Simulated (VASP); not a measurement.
# GaN (Fm-3m) in VASP: a series of runs

The runs below take GaN through G0W0 quasiparticle levels, G0W0 low-scaling quasiparticle levels, with PBE.

Program: VASP 6.6.1. These are calculated values, not measurements. Logs are shortened: lines on timing, memory, paths and dates and some standing lists are left out, and cuts for length are marked.

## Step 1: The structure

Symmetry: Fm-3m, No. 225, cubic system. The conventional cell has a = 4.270 Å, b = 4.270 Å, c = 4.270 Å, α = 90.00°, β = 90.00°, γ = 90.00°. Around Ga (site symmetry m-3m) lie 6 N at 2.14 Å. N (site symmetry m-3m) is surrounded by 6 Ga at 2.14 Å.

Measurements of this composition are mostly on another form, of space group No. 186.

## Step 2: G0W0 quasiparticle levels, PBE

File POSCAR:

```
GaN
1.0
    0.0000000000      2.1352350000      2.1352350000
    2.1352350000      0.0000000000      2.1352350000
    2.1352350000      2.1352350000      0.0000000000
Ga N
1 1
Direct
    0.0000000000      0.0000000000      0.0000000000
    0.5000000000      0.5000000000      0.5000000000
```

File INCAR.step1:

```
SYSTEM = GaN
ALGO = Fast
EDIFF = 1E-8
ENCUT = 450
GGA = PE
ISMEAR = 0
LASPH = .True.
LCHARG = .False.
LREAL = .False.
LWAVE = .True.
NELM = 60
PREC = Accurate
SIGMA = 0.01
```

File INCAR.step2:

```
SYSTEM = GaN
ALGO = Exact
EDIFF = 1E-8
ENCUT = 450
GGA = PE
ISMEAR = 0
ISTART = 1
LASPH = .True.
LCHARG = .False.
LOPTICS = .True.
LREAL = .False.
LWAVE = .True.
NBANDS = 55
NELM = 1
PREC = Accurate
SIGMA = 0.01
```

File INCAR.step3:

```
SYSTEM = GaN
ALGO = EVGW0
EDIFF = 1E-8
ENCUT = 450
ENCUTGW = 150
GGA = PE
ISMEAR = 0
ISTART = 1
LASPH = .True.
LCHARG = .False.
LREAL = .False.
LWAVE = .False.
NBANDS = 55
NBANDSGW = 17
NELMGW = 1
NOMEGA = 12
PREC = Accurate
PRECFOCK = Fast
SIGMA = 0.01
```

File KPOINTS:

```
k-points
0
Gamma
  3 3 3
  0 0 0
```

Potentials or basis: VASP PAW PBE potentials, release 64 (Ga_d_GW, N_GW).

The run is started by

```
cat potpaw_PBE.64/Ga_d_GW/POTCAR potpaw_PBE.64/N_GW/POTCAR > POTCAR
cp INCAR.step1 INCAR
mpirun -np 1 vasp_std > vasp.out
cp INCAR.step2 INCAR
mpirun -np 1 vasp_std > vasp.out
cp INCAR.step3 INCAR
mpirun -np 1 vasp_std > vasp.out
```

OUTCAR:

```text
SYSTEM = GaN
   EDIFF = 1E-8
   ENCUT = 450
   ENCUTGW = 150
   GGA = PE
   ISMEAR = 0
   ISTART = 1
   LASPH = .True.
   LREAL = .False.
   NELMGW = 1
   PREC = Accurate
   PRECFOCK = Fast

 Found      4 irreducible k-points:

 Following reciprocal coordinates:
            Coordinates               Weight
  0.000000  0.000000  0.000000      1.000000
  0.333333  0.000000  0.000000      8.000000
  0.333333  0.333333  0.000000      6.000000
 -0.333333  0.333333  0.000000     12.000000
   k-points           NKPTS =      4   k-points in BZ     NKDIM =     27   number of bands    NBANDS=     55
   number of dos      NEDOS =    301   number of ions     NIONS =      2
   total plane-waves  NPLWV =  13824
   dimension x,y,z NGX =    24 NGY =   24 NGZ =   24
   dimension x,y,z NGXF=    48 NGYF=   48 NGZF=   48
   ions per type =               1   1
   NGX,Y,Z   is equivalent  to a cutoff of  13.21, 13.21, 13.21 a.u.
   NGXF,Y,Z  is equivalent  to a cutoff of  26.43, 26.43, 26.43 a.u.
 SYSTEM =  GaN
   PREC   = accura    normal or accurate (medium, high low for compatibility)
   ISTART =      1    job   : 0-new  1-cont  2-samecut
   ICHARG =      0    charge: 1-file 2-atom 10-const
   ISPIN  =      1    spin polarized calculation?
   LNONCOLLINEAR =      F non collinear calculations
   LSORBIT =      F    spin-orbit coupling
   LASPH  =      T    aspherical Exc in radial PAW
   ENCUT  =  450.0 eV  33.07 Ry    5.75 a.u.   5.22  5.22  5.22*2*pi/ulx,y,z
   NELM   =     60;   NELMIN=  2; NELMDL=  0     # of ELM steps
   EDIFF  = 0.1E-07   stopping-criterion for ELM
   LREAL  =      F    real-space projection
   EDIFFG = 0.1E-06   stopping-criterion for IOM
   NSW    =      0    number of steps for IOM
   IBRION =     -1    ionic relax: 0-MD 1-quasi-New 2-CG
   NFREE  =      0    steps in history (QN), initial steepest desc. (CG)
   ISIF   =      0    stress and relaxation
   ISYM   =      3    0-nonsym 1-usesym 2-fastsym
   POTIM  = 0.5000    time-step for ionic-motion
   TEBEG  =    0.0;   TEEND  =   0.0 temperature during run
   PSTRESS=    0.0 pullay stress
   NELECT =      18.0000    total number of electrons
   NUPDOWN=      -1.0000    fix difference up-down
   EMIN   =  10.00;   EMAX   =-10.00  energy-range for DOS
   EFERMI =   0.00;   METHOD = LEGACY
   ISMEAR =     0;   SIGMA  =   0.01  broadening in eV -4-tet -1-fermi 0-gaus
   EFERMI_NEDOS =   21; number of points for ismear=-14 and -15
   IALGO  =     38    algorithm
   IMIX   =      4    mixing-type and parameters
     AMIX     =   0.40;   BMIX     =  1.00
     AMIX_MAG =   1.60;   BMIX_MAG =  1.00
  volume/ion in A,a.u.               =       9.74        65.70
  Fermi-wavevector in a.u.,A,eV,Ry     =   1.594814  3.013761 34.605481  2.543431
  Thomas-Fermi vector in A             =   2.692830
   LORBIT       =      0    0 simple, 1 ext, 2 COOP (PROOUT), +10 PAW based schemes
   GGA     = PE    functional components
   LHFCALC =     T    Hartree Fock is set to
   PRECFOCK=fast      Normal, Fast or Accurate (Low or Medium for compatibility)
   ENCUT4O =  -1.0   cutoff for four orbital integrals eV
   NKREDX  =     1    reduce k-point grid by
   NKREDY  =     1    reduce k-point grid by
   NKREDZ  =     1    reduce k-point grid by
   AEXX    =    1.0000 exact exchange contribution
   HFSCREEN=    0.0000 screening length (either q_TF or 0.3 A-1)
   HFSCREENC=   0.0000 screening length for correlation (either q_TF or 0.3 A-1)
   ENCUTFOCK=  -1.0 apply spherical cutoff to Coloumb kernel
   IVDW    =     0    specifies the selected vdW correction
   LEPSILON=     F    determine dielectric tensor
   LRPA    =     F    only Hartree local field effects (RPA)
   LRPAFORCE           =     F    calculate RPA forces
   ENCUTGW             = 150.0    cutoff for response function in eV
   ENCUTGWSOFT         = 120.0    soft cutoff for Coulomb kernel in GW response function in eV
   ENCUTLF             =  -1.0    cutoff for local field effects
   NELMGW              =     1    number of iterations in solving QP/BSE equation
   NELMHF              =     1    number of iterations in the inner HF iteration
   NKREDLFX            =     1    NKREDLFY  =   1   NKREDLFZ  =   1
 non-spin polarized calculation
 Gauss-broadening in eV      SIGMA  =   0.01
  energy-cutoff  :      450.00
  volume of cell :       19.47
 maximum number of plane-waves:       432
 NGX is ok and might be reduce to    24
  NGX = 12; NGY = 12; NGZ = 12
   NGX = 11   NGY = 11   NGZ = 11
 maximum number of plane-waves:        84

 QP shifts <psi_nk| G(iteration)W_0 |psi_nk>: iteration 1
 for sc-GW calculations column KS-energies equals QP-energies in previous step
 and V_xc(KS)=  KS-energies - (<T + V_ion + V_H > + <T+V_H+V_ion>^1  + <V_x>^1)

 k-point   1 :       0.0000    0.0000    0.0000
  band No.  KS-energies  QP-energies   sigma(KS)   V_xc(KS)     V^pw_x(r,r')   Z            occupation Imag(sigma)

      1      -9.5376     -10.9013     -16.2850     -14.4207     -24.1393       0.7315       2.0000       0.9791
      2      -6.8856      -9.9374     -25.8605     -21.6616     -35.0060       0.7268       2.0000       0.1572
      3      -6.8856      -9.9374     -25.8605     -21.6616     -35.0060       0.7268       2.0000       0.1572
      4      -6.8856      -9.9374     -25.8605     -21.6616     -35.0060       0.7268       2.0000       0.1572
      5      -6.7935      -9.9078     -26.1396     -21.8539     -35.4739       0.7267       2.0000       0.2065
      6      -6.7935      -9.9078     -26.1396     -21.8539     -35.4739       0.7267       2.0000       0.2065
[... 9 lines left out ...]
     16      22.6723      23.0925     -12.0439     -12.5947      -4.4060       0.7629       0.0000      -1.0845
     17      23.3076      23.3329      -8.9555      -8.9869      -2.3546       0.8031       0.0000      -0.8189

 k-point   2 :       0.3333    0.0000    0.0000
  band No.  KS-energies  QP-energies   sigma(KS)   V_xc(KS)     V^pw_x(r,r')   Z            occupation Imag(sigma)

      1      -7.6677      -9.0072     -17.4945     -15.5741     -25.1861       0.6976       2.0000       0.6067
      2      -6.9641     -10.0053     -25.8031     -21.6024     -35.0834       0.7240       2.0000       0.1995
      3      -6.9641     -10.0053     -25.8031     -21.6024     -35.0834       0.7240       2.0000       0.1995
      4      -6.9019      -9.7608     -25.0067     -21.0538     -33.9943       0.7232       2.0000       0.1898
      5      -6.7247      -9.8101     -26.1149     -21.8787     -35.3416       0.7283       2.0000       0.1758
      6      -6.7247      -9.8101     -26.1149     -21.8787     -35.3416       0.7283       2.0000       0.1758
[... 9 lines left out ...]
     16      26.4436      26.9651     -11.6772     -12.3249      -5.1568       0.8051       0.0000      -0.8799
     17      32.8236      33.3737     -10.9051     -11.5740      -3.2433       0.8225       0.0000      -1.5152

 k-point   3 :       0.3333    0.3333    0.0000
  band No.  KS-energies  QP-energies   sigma(KS)   V_xc(KS)     V^pw_x(r,r')   Z            occupation Imag(sigma)

      1      -8.2414     -10.3295     -21.2433     -18.2900     -29.9334       0.7070       2.0000       0.4263
      2      -7.0062     -10.0341     -25.6363     -21.4681     -34.7429       0.7264       2.0000       0.1445
      3      -6.7184      -9.8368     -26.2255     -21.9390     -35.5847       0.7275       2.0000       0.2150
      4      -6.7057      -9.7730     -26.0775     -21.8683     -35.2663       0.7287       2.0000       0.1675
      5      -6.7057      -9.7730     -26.0775     -21.8683     -35.2663       0.7287       2.0000       0.1675
      6      -5.6748      -7.7623     -21.5076     -18.6040     -29.5240       0.7190       2.0000       0.3399
[... 9 lines left out ...]
     16      33.7031      34.5372     -11.3382     -12.3381      -4.0704       0.8341       0.0000      -1.5126
     17      33.7031      34.5372     -11.3382     -12.3381      -4.0704       0.8341       0.0000      -1.5126

 k-point   4 :      -0.3333    0.3333    0.0000
  band No.  KS-energies  QP-energies   sigma(KS)   V_xc(KS)     V^pw_x(r,r')   Z            occupation Imag(sigma)

      1      -7.8768     -10.2712     -22.9589     -19.5695     -31.9332       0.7064       2.0000       0.3129
      2      -6.9394      -9.9434     -25.5663     -21.4322     -34.6613       0.7266       2.0000       0.1602
      3      -6.8688      -9.9338     -25.9606     -21.7284     -35.3046       0.7242       2.0000       0.2176
      4      -6.8067      -9.8442     -25.8349     -21.6602     -34.9837       0.7276       2.0000       0.1652
      5      -6.6877      -9.7575     -26.1161     -21.9037     -35.3089       0.7288       2.0000       0.1666
      6      -4.5080      -6.3470     -21.4475     -18.9229     -29.2231       0.7284       2.0000       0.2984
[... 9 lines left out ...]
     16      30.1108      30.6465     -11.3869     -12.0552      -3.8149       0.8017       0.0000      -1.3936
     17      34.9388      35.9142     -12.1532     -13.3243      -4.4134       0.8328       0.0000      -1.7053

 QP shifts <psi_nk| G(iteration)W_0 |psi_nk>: iteration 2

 k-point   1 :       0.0000    0.0000    0.0000
  band No. old QP-enery  QP-energies   sigma(KS)   T+V_ion+V_H  V^pw_x(r,r')   Z            occupation Imag(sigma)

      1     -10.9013     -11.2999     -16.3278       4.8832     -24.1393       0.7337       2.0000       0.9958
      2      -9.9374     -10.7658     -25.8538      14.7760     -35.0060       0.7264       2.0000       0.1869
      3      -9.9374     -10.7658     -25.8538      14.7760     -35.0060       0.7264       2.0000       0.1869
      4      -9.9374     -10.7658     -25.8538      14.7760     -35.0060       0.7264       2.0000       0.1869
      5      -9.9078     -10.6895     -26.0481      15.0603     -35.4739       0.7238       2.0000       0.2506
      6      -9.9078     -10.6895     -26.0481      15.0603     -35.4739       0.7238       2.0000       0.2506
[... 9 lines left out ...]
     16      23.0925      23.1745     -12.0670      35.2670      -4.4060       0.7626       0.0000      -1.0869
     17      23.3329      23.3706      -8.9149      32.2945      -2.3546       0.8064       0.0000      -0.8162
[... 46 lines left out ...]
      1     -10.2712     -10.9793     -22.9479      11.6927     -31.9332       0.7196       2.0000       0.4150
      2      -9.9434     -10.7660     -25.5674      14.4928     -34.6613       0.7272       2.0000       0.2019
      3      -9.9338     -10.7027     -25.8596      14.8596     -35.3046       0.7211       2.0000       0.2745
      4      -9.8442     -10.6664     -25.8278      14.8536     -34.9837       0.7276       2.0000       0.2018
      5      -9.7575     -10.5814     -26.1052      15.2160     -35.3089       0.7281       2.0000       0.1971
      6      -6.3470      -6.8010     -21.3976      14.4150     -29.2231       0.7142       2.0000       0.3645
[... 9 lines left out ...]
     16      30.6465      30.7428     -11.3993      42.1660      -3.8149       0.8006       0.0000      -1.4051
     17      35.9142      36.0282     -12.2110      48.2631      -4.4134       0.8270       0.0000      -1.7617

 QP shifts <psi_nk| G(iteration)W_0 |psi_nk>: iteration 3

 k-point   1 :       0.0000    0.0000    0.0000
  band No. old QP-enery  QP-energies   sigma(KS)   T+V_ion+V_H  V^pw_x(r,r')   Z            occupation Imag(sigma)

      1     -11.2999     -11.4150     -16.3403       4.8832     -24.1393       0.7321       2.0000       1.0156
      2     -10.7658     -10.9895     -25.8499      14.7760     -35.0060       0.7260       2.0000       0.1943
      3     -10.7658     -10.9895     -25.8499      14.7760     -35.0060       0.7260       2.0000       0.1943
      4     -10.7658     -10.9895     -25.8499      14.7760     -35.0060       0.7260       2.0000       0.1943
      5     -10.6895     -10.8937     -26.0321      15.0603     -35.4739       0.7236       2.0000       0.2638
      6     -10.6895     -10.8937     -26.0321      15.0603     -35.4739       0.7236       2.0000       0.2638
[... 9 lines left out ...]
     16      23.1745      23.1870     -12.0761      35.2670      -4.4060       0.7624       0.0000      -1.0880
     17      23.3706      23.3799      -8.9125      32.2945      -2.3546       0.8060       0.0000      -0.8168
[... 46 lines left out ...]
      1     -10.9793     -11.1685     -22.9343      11.6927     -31.9332       0.7215       2.0000       0.4511
      2     -10.7660     -10.9882     -25.5645      14.4928     -34.6613       0.7270       2.0000       0.2131
      3     -10.7027     -10.9044     -25.8419      14.8596     -35.3046       0.7214       2.0000       0.2937
      4     -10.6664     -10.8886     -25.8253      14.8536     -34.9837       0.7276       2.0000       0.2124
      5     -10.5814     -10.8037     -26.1027      15.2160     -35.3089       0.7280       2.0000       0.2055
      6      -6.8010      -6.9203     -21.3836      14.4150     -29.2231       0.7115       2.0000       0.3903
[... 9 lines left out ...]
     16      30.7428      30.7616     -11.3996      42.1660      -3.8149       0.8003       0.0000      -1.4084
     17      36.0282      36.0432     -12.2168      48.2631      -4.4134       0.8260       0.0000      -1.7661

 QP shifts <psi_nk| G(iteration)W_0 |psi_nk>: iteration 4

 k-point   1 :       0.0000    0.0000    0.0000
  band No. old QP-enery  QP-energies   sigma(KS)   T+V_ion+V_H  V^pw_x(r,r')   Z            occupation Imag(sigma)

      1     -11.4150     -11.4467     -16.3415       4.8832     -24.1393       0.7316       2.0000       1.0237
      2     -10.9895     -11.0499     -25.8486      14.7760     -35.0060       0.7259       2.0000       0.1963
      3     -10.9895     -11.0499     -25.8486      14.7760     -35.0060       0.7259       2.0000       0.1963
      4     -10.9895     -11.0499     -25.8486      14.7760     -35.0060       0.7259       2.0000       0.1963
      5     -10.8937     -10.9475     -26.0283      15.0603     -35.4739       0.7236       2.0000       0.2675
      6     -10.8937     -10.9475     -26.0283      15.0603     -35.4739       0.7236       2.0000       0.2675
[... 9 lines left out ...]
     16      23.1870      23.1883     -12.0784      35.2670      -4.4060       0.7624       0.0000      -1.0883
     17      23.3799      23.3817      -8.9124      32.2945      -2.3546       0.8058       0.0000      -0.8169
[... 46 lines left out ...]
      1     -11.1685     -11.2184     -22.9304      11.6927     -31.9332       0.7216       2.0000       0.4617
      2     -10.9882     -11.0481     -25.5634      14.4928     -34.6613       0.7268       2.0000       0.2162
      3     -10.9044     -10.9574     -25.8375      14.8596     -35.3046       0.7215       2.0000       0.2990
      4     -10.8886     -10.9485     -25.8245      14.8536     -34.9837       0.7276       2.0000       0.2152
      5     -10.8037     -10.8635     -26.1019      15.2160     -35.3089       0.7279       2.0000       0.2078
      6      -6.9203      -6.9514     -21.3790      14.4150     -29.2231       0.7110       2.0000       0.3977
[... 9 lines left out ...]
     16      30.7616      30.7652     -11.3998      42.1660      -3.8149       0.8002       0.0000      -1.4097
     17      36.0432      36.0455     -12.2172      48.2631      -4.4134       0.8259       0.0000      -1.7667
```

It took 19 s on 1 thread of Intel Xeon 6975P-C (Granite Rapids), shared host; peak memory 0.14 GiB.

The run converged, but some of its settings lie outside the range that counts as converged, so its numbers aren't taken as properties of the crystal.

What came out:

* Band gap on the k mesh, mean-field level: 2.07 eV, indirect (least direct gap 2.26 eV)
* Quasiparticle gap: 2.71 eV

Caveat: the k mesh is coarse (spacing up to 0.85 Å⁻¹), so the values aren't converged; bands, screening cutoff and mesh are small and nothing is extrapolated, so the quasiparticle values aren't converged; the log holds further tables after the one-shot step; the gap given is that of the first; an odd mesh through Γ misses points on the zone boundary, where band edges often lie.

(Continued in part 2 of 2.)
